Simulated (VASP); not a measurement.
A run of VASP 6.6.1 is set up as follows.

run.py

```python
from ase.calculators.vasp import Vasp
from ase.dft.bandgap import bandgap
from ase.io import read

atoms = read('GaP.cif', primitive_cell=True, subtrans_included=False)
calc = Vasp(
    directory='calc',
    xc='pbe',
    pp='PBE',
    setups='minimal',
    prec='Accurate',
    encut=500,
    ediff=1e-06,
    ismear=0,
    sigma=0.05,
    lreal=False,
    lasph=True,
    nelm=100,
    algo='Fast',
    isif=2,
    lwave=False,
    lcharg=True,
    lelf=True,
    lvhar=True,
    kpts=[8, 8, 8],
    gamma=True,
    nbands=11,
)
atoms.calc = calc

print('energy (eV):', atoms.get_potential_energy())
print('free energy (eV):', atoms.get_potential_energy(force_consistent=True))
print('forces (eV/A):')
print(atoms.get_forces())
print('stress (eV/A^3, Voigt):', atoms.get_stress())
print('Fermi level (eV):', calc.get_fermi_level())
gap, top, bottom = bandgap(calc)
print('band gap (eV):', gap, 'from (spin, k, band)', top, 'to', bottom)
```

The input GaP.cif:

```cif
data_GaP
_cell_length_a 5.45050000
_cell_length_b 5.45050000
_cell_length_c 5.45050000
_cell_angle_alpha 90.00000000
_cell_angle_beta 90.00000000
_cell_angle_gamma 90.00000000
_space_group_name_H-M_alt 'F-43m'
_space_group_name_Hall 'F -4 2 3'
_space_group_IT_number 216
loop_
_space_group_symop_operation_xyz
'x,y,z'
'y,-x,-z'
'-x,-y,z'
'-y,x,-z'
'x,-y,-z'
'y,x,z'
'-x,y,-z'
'-y,-x,z'
'z,x,y'
'-z,y,-x'
'z,-x,-y'
'-z,-y,x'
'-z,x,-y'
'z,y,x'
'-z,-x,y'
'z,-y,-x'
'y,z,x'
'-x,-z,y'
'-y,z,-x'
'x,-z,-y'
'-y,-z,x'
'x,z,y'
'y,-z,-x'
'-x,z,-y'
'x,y+1/2,z+1/2'
'y,-x+1/2,-z+1/2'
'-x,-y+1/2,z+1/2'
'-y,x+1/2,-z+1/2'
'x,-y+1/2,-z+1/2'
'y,x+1/2,z+1/2'
'-x,y+1/2,-z+1/2'
'-y,-x+1/2,z+1/2'
'z,x+1/2,y+1/2'
'-z,y+1/2,-x+1/2'
'z,-x+1/2,-y+1/2'
'-z,-y+1/2,x+1/2'
'-z,x+1/2,-y+1/2'
'z,y+1/2,x+1/2'
'-z,-x+1/2,y+1/2'
'z,-y+1/2,-x+1/2'
'y,z+1/2,x+1/2'
'-x,-z+1/2,y+1/2'
'-y,z+1/2,-x+1/2'
'x,-z+1/2,-y+1/2'
'-y,-z+1/2,x+1/2'
'x,z+1/2,y+1/2'
'y,-z+1/2,-x+1/2'
'-x,z+1/2,-y+1/2'
'x+1/2,y,z+1/2'
'y+1/2,-x,-z+1/2'
'-x+1/2,-y,z+1/2'
'-y+1/2,x,-z+1/2'
'x+1/2,-y,-z+1/2'
'y+1/2,x,z+1/2'
'-x+1/2,y,-z+1/2'
'-y+1/2,-x,z+1/2'
'z+1/2,x,y+1/2'
'-z+1/2,y,-x+1/2'
'z+1/2,-x,-y+1/2'
'-z+1/2,-y,x+1/2'
'-z+1/2,x,-y+1/2'
'z+1/2,y,x+1/2'
'-z+1/2,-x,y+1/2'
'z+1/2,-y,-x+1/2'
'y+1/2,z,x+1/2'
'-x+1/2,-z,y+1/2'
'-y+1/2,z,-x+1/2'
'x+1/2,-z,-y+1/2'
'-y+1/2,-z,x+1/2'
'x+1/2,z,y+1/2'
'y+1/2,-z,-x+1/2'
'-x+1/2,z,-y+1/2'
'x+1/2,y+1/2,z'
'y+1/2,-x+1/2,-z'
'-x+1/2,-y+1/2,z'
'-y+1/2,x+1/2,-z'
'x+1/2,-y+1/2,-z'
'y+1/2,x+1/2,z'
'-x+1/2,y+1/2,-z'
'-y+1/2,-x+1/2,z'
'z+1/2,x+1/2,y'
'-z+1/2,y+1/2,-x'
'z+1/2,-x+1/2,-y'
'-z+1/2,-y+1/2,x'
'-z+1/2,x+1/2,-y'
'z+1/2,y+1/2,x'
'-z+1/2,-x+1/2,y'
'z+1/2,-y+1/2,-x'
'y+1/2,z+1/2,x'
'-x+1/2,-z+1/2,y'
'-y+1/2,z+1/2,-x'
'x+1/2,-z+1/2,-y'
'-y+1/2,-z+1/2,x'
'x+1/2,z+1/2,y'
'y+1/2,-z+1/2,-x'
'-x+1/2,z+1/2,-y'
loop_
_atom_site_label
_atom_site_type_symbol
_atom_site_symmetry_multiplicity
_atom_site_Wyckoff_symbol
_atom_site_fract_x
_atom_site_fract_y
_atom_site_fract_z
_atom_site_occupancy
Ga1 Ga 4 a 0.0000000000 0.0000000000 0.0000000000 1
P1 P 4 c 0.2500000000 0.2500000000 0.2500000000 1
```

Potentials or basis: VASP PAW PBE potentials, release 64 (Ga, P).

The run is started by

```console
$ python run.py
```

**Question.** Predict the band gap on the k mesh.

**Answer.** 1.67 eV, indirect (least direct gap 1.89 eV).

**Question.** What does it give for the pressure?

**Answer.** 4.0 GPa.

**The experiment to reproduce.**

“Stacking defects in GaP nanowires: Electronic structure and optical properties”, 2018, arxiv:1810.01194 quotes, for a bulk crystal of GaP at 10 K: band gap 2.34 eV (indirect).

Against the measured gap of GaP, 2.34 eV (indirect; 10 K; quoted in “Stacking defects in GaP nanowires: Electronic structure and optical properties”, 2018, arxiv:1810.01194), the calculated 1.67 eV is off by -0.67 eV. Spin-orbit coupling on Ga is left out. The value is that of PBE on a finite k mesh, which can miss the band edges, without temperature or zero-point motion. Semilocal functionals fall short of measured gaps as a rule.
